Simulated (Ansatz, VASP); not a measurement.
This is a calculation of Si for VASP 6.6.1. 

INCAR

```
SYSTEM = Si
PREC = Accurate ; ENCUT = 600
EDIFF = 1E-6 ; ISMEAR = -1
SIGMA = 0.05 ; LREAL = .False.
LASPH = .True. ; NELM = 100
ALGO = Normal ; ISIF = 3
LWAVE = .False. ; LCHARG = .False.
GGA = B5 ; ALDAX = 1.0
AGGAX = 1.0 ; AGGAC = 1.0
ALDAC = 0.0 ; IBRION = 2
NSW = 60 ; EDIFFG = -0.005
```

KPOINTS

```
regular mesh
0
Gamma
  8 8 8
  0 0 0
```

File POSCAR:

```
Si
1.0
    0.0000000000      2.7218511865      2.7218511865
    2.7218511865      0.0000000000      2.7218511865
    2.7218511865      2.7218511865      0.0000000000
Si
2
Direct
    0.5000000000      0.5000000000      0.5000000000
    0.7500000000      0.7500000000      0.7500000000
```

Potentials or basis: VASP PAW PBE potentials, release 64 (Si).

Command:

```sh
$ cat potpaw_PBE.64/Si/POTCAR > POTCAR
$ mpirun -np 1 vasp_std > vasp.out
```

Translate it to Ansatz 0.2.0. Potentials or basis there: all-electron LAPW, scalar-relativistic.

As run (cutoffs and basis follow the program's own potentials, and thresholds, step limits or extra output files can differ):

File input.yaml:

```yaml
crystal:
  lattice:
    - [0.0, 2.7218511865, 2.7218511865]
    - [2.7218511865, 0.0, 2.7218511865]
    - [2.7218511865, 2.7218511865, 0.0]
  atoms:
    - { symbol: Si, position: [0.5, 0.5, 0.5] }
    - { symbol: Si, position: [0.75, 0.75, 0.75] }
kpoints:
  mp_grid: { grid: [8, 8, 8] }
scf:
  occupations: { method: fermi_dirac, width: 0.05 }
hamiltonian:
  xc: blyp
  pseudopotentials: { kind: all_electron, lapw: { basis_error: 0.001 } }
output:
  forces: true
  stress: true
relax:
  f_tol: 0.005
  max_steps: 60
  cell: {}
```

Potentials or basis: all-electron LAPW, scalar-relativistic.

Launch:

```sh
$ ansatz run input.yaml --threads 1 --pin off --max-ram 3072MiB --backend cpu --events-out ev --progress --plain --runs-dir out
```

Both were run:

|  | VASP | Ansatz |
| --- | --- | --- |
| Relaxed volume | 21.20 Å³/atom | 21.16 Å³/atom |
| Relaxed cell | a = 3.914 Å, b = 3.914 Å, c = 3.914 Å, α = 60.00°, β = 60.00°, γ = 60.00° | a = 3.912 Å, b = 3.912 Å, c = 3.912 Å, α = 60.00°, β = 60.00°, γ = 60.00° |
| Space group after relaxing | Fd-3m (No. 227) | Fd-3m (No. 227) |
| Pressure after relaxing | 0.0 GPa | 0.0 GPa |

VASP's potentials were made for PBE.

Where Ansatz's input types no cutoff or centring, it takes its own default and a Γ-centred mesh.

Pressure is positive in compression.
